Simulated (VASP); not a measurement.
Calculation: PBE GGA, VASP's PBE PAW potentials (set 64) (plane waves; VASP).

VASP ran on this input.

### KPOINTS
```
kpoints
0
gamma
  4 4 4
```

**INCAR**
```
SYSTEM = CaF2
PREC = Accurate
ENCUT = 400
EDIFF = 1E-6
NELM = 100
ALGO = Normal
LREAL = .FALSE.
LASPH = .TRUE.
ISMEAR = 0
SIGMA = 0.01
GGA = PE
LWAVE = .FALSE.
LCHARG = .FALSE.
ISIF = 2
```

### POSCAR
```
CaF2
1
    0.0000000000     2.7662990000     2.7662990000
    2.7662990000     0.0000000000     2.7662990000
    2.7662990000     2.7662990000     0.0000000000
Ca F
1 2
Direct
  0.0000000000   0.0000000000   0.0000000000
  0.7500000000   0.7500000000   0.7500000000
  0.2500000000   0.2500000000   0.2500000000
```

POTCAR, in this order: Ca_sv F (PBE.64 set). Program: vasp_std.

The run wrote:

File OSZICAR:
```
       N       E                     dE             d eps       ncg     rms          rms(c)
DAV:   1     0.188413109011E+03    0.18841E+03   -0.12087E+04   256   0.125E+03
DAV:   2    -0.113758554993E+02   -0.19979E+03   -0.19867E+03   336   0.353E+02
DAV:   3    -0.184007615504E+02   -0.70249E+01   -0.70215E+01   288   0.754E+01
DAV:   4    -0.186247051962E+02   -0.22394E+00   -0.22391E+00   424   0.104E+01
DAV:   5    -0.186264779080E+02   -0.17727E-02   -0.17727E-02   288   0.105E+00    0.775E+00
DAV:   6    -0.173654508011E+02    0.12610E+01   -0.66185E+00   272   0.176E+01    0.320E+00
DAV:   7    -0.173664272103E+02   -0.97641E-03   -0.18013E-01   360   0.364E+00    0.171E+00
DAV:   8    -0.173815425852E+02   -0.15115E-01   -0.33022E-02   312   0.221E+00    0.190E-01
DAV:   9    -0.173859745366E+02   -0.44320E-02   -0.81377E-03   312   0.691E-01    0.135E-01
DAV:  10    -0.173869991854E+02   -0.10246E-02   -0.15719E-03   320   0.285E-01    0.300E-02
DAV:  11    -0.173870080203E+02   -0.88349E-05   -0.99436E-05   336   0.843E-02    0.162E-02
DAV:  12    -0.173870131656E+02   -0.51452E-05   -0.20442E-05   360   0.434E-02    0.316E-03
DAV:  13    -0.173870134723E+02   -0.30677E-06   -0.39326E-06   312   0.155E-02
   1 F= -.17387013E+02 E0= -.17387013E+02  d E =-.301850E-42
```

OUTCAR:
```
------------------------ aborting loop because EDIFF is reached ----------------------------------------
  FORCE on cell =-STRESS in cart. coord.  units (eV):
  Direction    XX          YY          ZZ          XY          YZ          ZX
  --------------------------------------------------------------------------------------
  Total       -2.3491595     -2.3491595     -2.3491595      0.0000000     -0.0000000     -0.0000000
  in kB      -88.8987652    -88.8987652    -88.8987652      0.0000000     -0.0000000     -0.0000000
  external PRESSURE =     -88.8987652 kB  Pullay stress =       0.0000000 kB
  volume of cell :       42.34
      direct lattice vectors                 reciprocal lattice vectors
     0.000000000  2.766299000  2.766299000    -0.180746911  0.180746911  0.180746911
     2.766299000  0.000000000  2.766299000     0.180746911 -0.180746911  0.180746911
     2.766299000  2.766299000  0.000000000     0.180746911  0.180746911 -0.180746911
 POSITION                                       TOTAL-FORCE (eV/Angst)
 -----------------------------------------------------------------------------------
      0.00000      0.00000      0.00000        -0.000000     -0.000000     -0.000000
      4.14945      4.14945      4.14945        -0.000000     -0.000000     -0.000000
      1.38315      1.38315      1.38315         0.000000      0.000000      0.000000
 -----------------------------------------------------------------------------------
    total drift:                                0.000000      0.000000      0.000000
  FREE ENERGIE OF THE ION-ELECTRON SYSTEM (eV)
  ---------------------------------------------------
  free  energy   TOTEN  =       -17.3870134723 eV

  energy  without entropy=      -17.3870134723  energy(sigma->0) =      -17.38701347
```
(Selected blocks of OUTCAR.)

File OUTCAR:
```
 val. band max:       -1.1957096798   @ k =   0.5000   0.5000   0.0000

 cond. band min:       5.8845943930   @ k =   0.0000   0.0000   0.0000


 Fermi energy:        -1.1010161782

 k-point     1 :       0.0000    0.0000    0.0000
  band No.  band energies     occupation
      1     -37.3869      2.00000
      2     -21.0256      2.00000
      3     -20.3011      2.00000
      4     -18.3243      2.00000
      5     -18.3243      2.00000
      6     -18.3243      2.00000
      7      -3.1786      2.00000
      8      -3.1786      2.00000
      9      -3.1786      2.00000
     10      -1.4465      2.00000
     11      -1.4465      2.00000
     12      -1.4465      2.00000
     13       5.8846      0.00000
     14       7.8438      0.00000
     15       7.8438      0.00000
     16       9.7682      0.00000

 k-point     2 :       0.2500    0.0000    0.0000
  band No.  band energies     occupation
      1     -37.3735      2.00000
      2     -21.1252      2.00000
      3     -20.4627      2.00000
      4     -18.3420      2.00000
      5     -18.3420      2.00000
      6     -18.0998      2.00000
      7      -2.9467      2.00000
      8      -2.9467      2.00000
      9      -2.7926      2.00000
     10      -1.9869      2.00000
     11      -1.6889      2.00000
     12      -1.6888      2.00000
     13       7.1746      0.00000
     14       7.9423      0.00000
     15       7.9423      0.00000
     16       9.3893      0.00000

 k-point     3 :       0.5000    0.0000    0.0000
  band No.  band energies     occupation
      1     -37.3601      2.00000
      2     -21.1376      2.00000
      3     -20.7015      2.00000
      4     -18.3595      2.00000
      5     -18.3595      2.00000
      6     -17.8663      2.00000
      7      -2.6197      2.00000
      8      -2.6197      2.00000
      9      -2.4407      2.00000
     10      -2.3856      2.00000
     11      -2.0071      2.00000
     12      -2.0070      2.00000
     13       8.0391      0.00000
...
```

At this cut-off the stress carries a Pulay error, which pulls relaxed volumes low.

The structure comes from a computed database's CaF2 entry; how it stands against other phases isn't given here. The cell was not relaxed at this level. The k-mesh is coarse (spacing up to 0.49 per Å, 2π included), so the numbers may not be converged in it. The run is one of a series of settings (KPOINTS 4×4×4 Γ-centred mesh against the base run), some of them coarse on purpose.
